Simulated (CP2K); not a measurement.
Runs of CP2K 2026.2 on Zn. It takes space group Im-3m (No. 229, cubic). Conventional cell: a = 3.138 Å, b = 3.138 Å, c = 3.138 Å, α = 90.00°, β = 90.00°, γ = 90.00°. Zn (site symmetry m-3m) has 8 Zn at 2.72 Å as nearest neighbours. This isn't the form of Zn at room conditions, which is hcp.

| level | potentials or basis | smearing | NGRIDS | potentials | cutoff radius of the dispersion sum (A) | gap on the mesh (eV) | pressure (GPa) |
| --- | --- | --- | --- | --- | --- | --- | --- |
| PBEsol | POTENTIAL_UZH Zn GTH-PBE-q12; TZVP-MOLOPT-PBE-GTH basis | gaussian 0.05 eV | 5 | Zn GTH-PBE-q12 of POTENTIAL_UZH | - | none | -4.9 |
| PBEsol+D3(BJ) | POTENTIAL_UZH Zn GTH-PBE-q12; TZVP-MOLOPT-PBE-GTH basis | methfessel-paxton 0.2 eV | 4 | Zn GTH-PBE-q12 of POTENTIAL_UZH | 20 | none | (a) |
| LDA | GTH_POTENTIALS Zn GTH-PADE-q12; TZVP-MOLOPT-PBE-GTH basis | gaussian 0.02 eV | 4 | Zn GTH-PADE-q12 of GTH_POTENTIALS | - | none | -7.8 |
| RPBE | POTENTIAL_UZH Zn GTH-PBE-q12; TZVP-MOLOPT-PBE-GTH basis | gaussian 0.1 eV | 4 | Zn GTH-PBE-q12 of POTENTIAL_UZH | - | none | 1.7 |

Alike in all rows: task single point; no spin polarisation; cell as given; k mesh 12 × 12 × 12.

Task: Estimate the missing entries.

Result: (a) -8.9.

Caveats: the basis of atomic orbitals isn't converged, which shifts pressures, moduli and gaps; the potentials were made for another functional, which shifts forces and pressure (some runs); pairwise dispersion overbinds metals, which lowers pressure and volume (some runs).

A gap of «none» marks a metal or a gap under the smearing width.
